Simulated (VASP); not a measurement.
A run of VASP 6.6.1 is set up as follows.

Contents of INCAR:

```
  ALGO = Normal
  EDIFF = 1E-8
  ENCUT = 500
  GGA = PE
  ISIF = 2
  ISMEAR = -1
  ISPIN = 2
  IVDW = 1
  LASPH = T
  LCHARG = F
  LDAU = T
  LDAUJ = 0 0
  LDAUL = 2 -1
  LDAUPRINT = 1
  LDAUTYPE = 2
  LDAUU = 4.5 0
  LEFG = T
  LMAXMIX = 4
  LORBIT = 11
  LREAL = F
  LWAVE = F
  MAGMOM = 4 -4 0 0
  NELM = 120
  PREC = Accurate
  SIGMA = 0.05
```

File KPOINTS:

```
k-points
0
Gamma
  8 8 4
```

Contents of POSCAR:

```
MnAs
1.0
    3.3616209100      0.0000000000      0.0000000000
    0.0000000000      3.3616209100      0.0000000000
    0.0000000000      0.0000000000      6.7232418200
Mn As
2 2
Direct
    0.0000000000      0.0000000000      0.0000000000
    0.0000000000      0.0000000000      0.5000000000
    0.5000000000      0.5000000000      0.2500000000
    0.5000000000      0.5000000000      0.7500000000
```

Potentials or basis: VASP PAW PBE potentials, release 54 (Mn, As).

Command:

```console
$ cat potpaw_PBE.54/Mn/POTCAR potpaw_PBE.54/As/POTCAR > POTCAR
$ mpirun -np 1 vasp_std > vasp.out
```

**Question.** Predict the dispersion energy per atom.

**Answer.** -0.311 eV.

**Question.** Predict the net moment.

**Answer.** 0.00 μB per cell.

Stress tensor (GPa, compression positive):
```
-1.25  0.00  0.00
 0.00 -1.25  0.00
 0.00  0.00 -0.81
```

Caveat: atom-pairwise D2, TS and ULG terms overbind metals; pairwise dispersion overbinds metals, which lowers pressure and volume; the U is typed as a test and isn't derived for this compound. The state reached can hang on the start; a lower one may exist.
